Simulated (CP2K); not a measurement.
CoO:

```
CELL_PARAMETERS angstrom
3.16379 0.00000 0.00000
1.54099 2.76314 0.00000
1.54099 0.90503 2.61072
ATOMIC_POSITIONS crystal
Co 0.99898 0.99898 0.99898
O 0.75102 0.75102 0.75102
```

Measurements of this composition are mostly on another form, of space group No. 225.

Program: CP2K 2026.2. Alike in all runs: task atomic charges; potentials or basis POTENTIAL_UZH Co GTH-PBE-q17, O GTH-PBE-q6; TZVP-MOLOPT-PBE-GTH basis; spin collinear, ferromagnetic start; cell as given; k mesh 10 × 10 × 10; smearing fermi-dirac 0.05 eV. Hardware: 1 thread of Arm Neoverse V1 (shared host).

Problem. Order these runs on this cell by their wall time, lowest first.
A. level vdW-DF-cx; cutoff of the non-local correlation (Ry) 300
B. level RPBE
C. level TASK

Solution. A (240 s), B (490 s), C (1200 s).

Caveats: the total moment is fixed, so each spin has its own Fermi level; a cell with one magnetic atom can't hold antiferromagnetic order, which such compounds often take.

Runs at the PBE level aren't shown here.
